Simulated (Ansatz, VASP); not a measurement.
## Two plane-wave programs on AlN

```xyz
2
Lattice="2.1413 2.1413 0.0000 -2.1413 2.1413 0.0000 0.0000 2.1413 2.1413" Properties=species:S:1:pos:R:3 pbc="T T T"
Al    0.0000    0.0000    0.0000
N    -1.0706    3.2119    1.0706
```

Alike in both runs: functional PBEsol; k mesh 10 × 10 × 10; no spin polarisation.

Ansatz relaxed the structure, and its values are those at the end. VASP's run is a single point on that final structure, the one shown.

|  | VASP | Ansatz |
| --- | --- | --- |
| version | VASP 6.6.1 | Ansatz 0.2.0 |
| potentials or method | VASP PAW PBE potentials, release 64 (Al, N) | PAW with Ansatz's default frozen-core files, scalar-relativistic |
| plane-wave cutoff (eV) | 520 | 420 |
| occupations | gaussian, width 0.01 eV | fixed |
| valence electrons in the cell | 8 | 8 |

```tsv
	VASP	Ansatz	Ansatz less VASP
pressure (GPa)	15.1	15.0	-0.11
```

Caveats: so large a pressure means that the cell lies far from this level's equilibrium, or that cutoff or potentials fall short (VASP); the potentials were made for another functional, which shifts forces and pressure (VASP). A k mesh can miss the band edges.
